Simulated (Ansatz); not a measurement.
## Relaxation of Si$_{2}$Ni

Method: DFT PBE, scalar-relativistic, plane waves, PAW (Ansatz 0.2.0). (420 eV cutoff, 10×10×8 k-mesh, Gaussian smearing of 0.10 eV, no spin polarisation)

What was changed: biaxial strain in the a-b plane, c and atoms relaxed: -4.0 %.

Command:

```bash
ansatz run input.yaml --threads 1 --pin off --max-ram 2560MiB --backend cpu --events-out ev --progress --plain --runs-dir out
```

Input:

```yaml
crystal:
  lattice:
    - [2.614458673, 2.614458673, 0.0]
    - [-2.614458673, 2.614458673, 0.0]
    - [0.0, 0.0, 5.5775118358]
  atoms:
    - { symbol: Si, position: [0.0, 0.5, 0.75] }
    - { symbol: Si, position: [0.5, 0.0, 0.75] }
    - { symbol: Si, position: [0.5, 0.0, 0.25] }
    - { symbol: Si, position: [0.0, 0.5, 0.25] }
    - { symbol: Ni, position: [0.0, 0.0, 0.0] }
    - { symbol: Ni, position: [0.5, 0.5, 0.5] }
basis:
  ecutwfc: 420
kpoints:
  mp_grid: { grid: [10, 10, 8] }
hamiltonian:
  xc: pbe
scf:
  occupations: { method: gaussian, width: 0.1 }
output:
  forces: true
  stress: true
  eigenvalues: true
relax:
  adjacent_minimum: "off"
  f_tol: 0.008
  max_steps: 40
  cell: { stress_tol: 0.015, fix: [a, b, gamma] }
```

F is the free energy. Steps run on the plane waves of an earlier cell, but the last one, and at times one on the way, on a freshly chosen basis, so a repeated geometry can differ a little in energy. The held parts of the cell keep their stress, so P needn't end at zero.

Steps:

```tsv
step	F − F(1) (eV)	largest force component (eV/Å)	V (Å³/atom)	P (GPa)
1	0.0000	0.000	12.708	9.26
2	-0.0302	0.000	12.877	6.97
3	-0.0450	0.000	13.083	4.50
4	-0.0453	0.000	13.124	4.02
5	-0.0453	0.000	13.122	4.05
6	-0.0463	0.000	13.122	4.07
7	-0.0463	0.000	13.125	4.03
8	-0.0463	0.000	13.125	4.03
```

Relaxed structure:

```yaml
crystal:
  lattice:
    - [2.61446, 2.61446, 0.00000]
    - [-2.61446, 2.61446, 0.00000]
    - [0.00000, 0.00000, 5.76034]
  atoms:
    - { symbol: Si, position: [0.00000, 0.50000, 0.75000] }
    - { symbol: Si, position: [0.50000, 0.00000, 0.75000] }
    - { symbol: Si, position: [0.50000, 0.00000, 0.25000] }
    - { symbol: Si, position: [0.00000, 0.50000, 0.25000] }
    - { symbol: Ni, position: [0.00000, 0.00000, 0.00000] }
    - { symbol: Ni, position: [0.50000, 0.50000, 0.50000] }
```

It takes space group I4/mmm (No. 139, tetragonal). Conventional cell: a = 3.697 Å, b = 3.697 Å, c = 5.760 Å, α = 90.00°, β = 90.00°, γ = 90.00°. Si (site symmetry -4m2) is surrounded by 4 Ni at 2.34 Å and 4 Si at 2.61 Å. Ni (site symmetry 4/mmm) is surrounded by 8 Si at 2.34 Å.

The run converged. It took 52 s on 1 thread of Intel(R) Xeon(R) 6975P-C (Granite Rapids) (shared host), peak memory 0.57 GiB.